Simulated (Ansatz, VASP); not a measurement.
Cu: VASP beside Ansatz

```
CELL_PARAMETERS angstrom
-1.45235 1.45235 1.38519
1.45235 -1.45235 1.38519
1.45235 1.45235 -1.38519
ATOMIC_POSITIONS crystal
Cu 0.00000 0.00000 0.00000
```

This isn't the form of Cu at room conditions, which is fcc.

Alike in both runs: task single point; functional LDA; k mesh 13 × 13 × 13; occupations fermi-dirac, width 0.05 eV; no spin polarisation.

|  | VASP | Ansatz |
| --- | --- | --- |
| version | VASP 6.6.1 | Ansatz 0.2.0 |
| potentials or method | VASP PAW LDA potentials, release 64 (Cu) | Ansatz PAW |
| plane-wave cutoff (eV) | 520 | 420 |
| valence electrons in the cell | 11 | 19 |

VASP gave:

```
gap on the k mesh at the Fermi level (eV)       : none
pressure (GPa)                                  : -9.7
largest component of the traceless stress (GPa) : 0.36
```

Question: Which values does Ansatz return?

Answer: gap on the k mesh at the Fermi level (eV): none; pressure (GPa): -10.5; largest component of the traceless stress (GPa): 0.32.

A gap of «none» marks a metal or a gap that the smearing closes. The two sets of potentials don't hold the same shells in valence.

Caveats: the PAW data sets come from PBE, with cores solved anew for the run's functional, which leaves a small shift of forces and pressure (Ansatz).
